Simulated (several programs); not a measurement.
PbTe (zincblende) from semi-empirical methods to plane-wave DFT

PbTe built on the zincblende prototype, relaxed with r2SCAN in Ansatz, was computed with several methods. Space group F-43m (No. 216), cubic; conventional cell a = 7.283 Å, 48.29 Å³ an atom. Around Pb lie 4 Te at 3.15 Å; around Te lie 4 Pb at 3.15 Å. No spin polarisation. The prototype was imposed, so other structures may be more stable.

```cif
data_structure
_symmetry_space_group_name_H-M 'F-43m'
_symmetry_Int_Tables_number 216
_cell_length_a 7.2830
_cell_length_b 7.2830
_cell_length_c 7.2830
_cell_angle_alpha 90.000
_cell_angle_beta 90.000
_cell_angle_gamma 90.000
_cell_volume 386.30
loop_
_atom_site_label
_atom_site_type_symbol
_atom_site_symmetry_multiplicity
_atom_site_Wyckoff_symbol
_atom_site_fract_x
_atom_site_fract_y
_atom_site_fract_z
_atom_site_occupancy
Pb1 Pb 4 a 0.00000 0.00000 0.00000 1
Te1 Te 4 d 0.25000 0.25000 0.75000 1
```

Gaps and times are for a single point on this cell; volume and bulk modulus come from each method's own relaxation or energy curve at fixed shape. Times are rough, from shared hosts (Arm Neoverse V2; NVIDIA H100 80GB HBM3), and each method has its own mesh and cell size. PM6 (MOPAC), PM7 (MOPAC), GFN1-xTB (tblite), GFN2-xTB (tblite) treat a cluster of cells at its zone centre, which samples few k points: where these miss a band edge, the gap comes out too large for that reason alone. Gaps from k meshes are read at a limited set of points (mesh, symmetry points, PBE's band edges), so each method's own least gap may be somewhat smaller. xTB and the PM methods were fitted mostly to molecules, and can miss a solid's gap by electronvolts. Minimal bases can be far off for gaps. Times of the plane-wave ladder aren't listed, since it ran on unlike processors and cards. GLLB-SC's gap includes the derivative discontinuity. G0W0 is at finite bands, cutoff and mesh. d marks a direct gap, i an indirect one (no mark: not told apart), a dash a value that wasn't computed or didn't pass its checks.

```json
{"method": "light PBE (260 eV and a coarse mesh)", "kind": "light plane-wave", "gap (eV)": "0.61 i", "own volume (Å³/atom)": "–", "bulk modulus (GPa)": "–", "atoms computed": "2", "processor time": "0.89 s"}
{"method": "GFN1-xTB (tblite)", "kind": "tight binding", "gap (eV)": "2.23", "own volume (Å³/atom)": "–", "bulk modulus (GPa)": "–", "atoms computed": "cluster", "processor time": "1.3 s"}
{"method": "PM6 (MOPAC)", "kind": "semi-empirical", "gap (eV)": "3.89", "own volume (Å³/atom)": "–", "bulk modulus (GPa)": "–", "atoms computed": "cluster", "processor time": "1.4 s"}
{"method": "GFN2-xTB (tblite)", "kind": "tight binding", "gap (eV)": "2.58", "own volume (Å³/atom)": "–", "bulk modulus (GPa)": "–", "atoms computed": "cluster", "processor time": "2.2 s"}
{"method": "PBE/single zeta (GPAW)", "kind": "small basis", "gap (eV)": "0.80 i", "own volume (Å³/atom)": "–", "bulk modulus (GPa)": "–", "atoms computed": "2", "processor time": "2.2 s"}
{"method": "PM7 (MOPAC)", "kind": "semi-empirical", "gap (eV)": "6.32", "own volume (Å³/atom)": "–", "bulk modulus (GPa)": "–", "atoms computed": "cluster", "processor time": "2.4 s"}
{"method": "PBE", "kind": "semilocal", "gap (eV)": "0.59 i", "own volume (Å³/atom)": "49.25", "bulk modulus (GPa)": "24", "atoms computed": "2", "processor time": "–"}
{"method": "PBE/SZV (CP2K)", "kind": "small basis", "gap (eV)": "0.90 i", "own volume (Å³/atom)": "50.80", "bulk modulus (GPa)": "29", "atoms computed": "2", "processor time": "4.9 s"}
{"method": "PBE/DZVP (CP2K)", "kind": "small basis", "gap (eV)": "0.48 i", "own volume (Å³/atom)": "49.31", "bulk modulus (GPa)": "24", "atoms computed": "2", "processor time": "7.7 s"}
{"method": "G0W0@r2SCAN (180 eV screening cutoff)", "kind": "many-body", "gap (eV)": "1.10", "own volume (Å³/atom)": "–", "bulk modulus (GPa)": "–", "atoms computed": "2", "processor time": "–"}
{"method": "r2SCAN", "kind": "semilocal", "gap (eV)": "0.75 i", "own volume (Å³/atom)": "48.29", "bulk modulus (GPa)": "27", "atoms computed": "2", "processor time": "–"}
{"method": "GLLB-SC (GPAW)", "kind": "model potential", "gap (eV)": "1.36", "own volume (Å³/atom)": "–", "bulk modulus (GPa)": "–", "atoms computed": "2", "processor time": "12 s"}
{"method": "G0W0@PBE (260 eV screening cutoff)", "kind": "many-body", "gap (eV)": "1.03", "own volume (Å³/atom)": "–", "bulk modulus (GPa)": "–", "atoms computed": "2", "processor time": "–"}
```

Against r2SCAN (0.75 eV) and with closed or daggered gaps left aside, the nearest gap at the points sampled is that of PBE/single zeta (GPAW) (+0.05 eV) and the farthest that of PM7 (MOPAC) (+5.57 eV). r2SCAN is only a yardstick of convenience: semilocal gaps usually lie below measured ones, which GLLB-SC and hybrids aim to mend.

Volumes against r2SCAN's: PBE +2.0 %, PBE/SZV (CP2K) +5.2 %, PBE/DZVP (CP2K) +2.1 %.

No spin-orbit coupling is included; it can move band edges with weight on the heavy atoms by tenths of an eV.
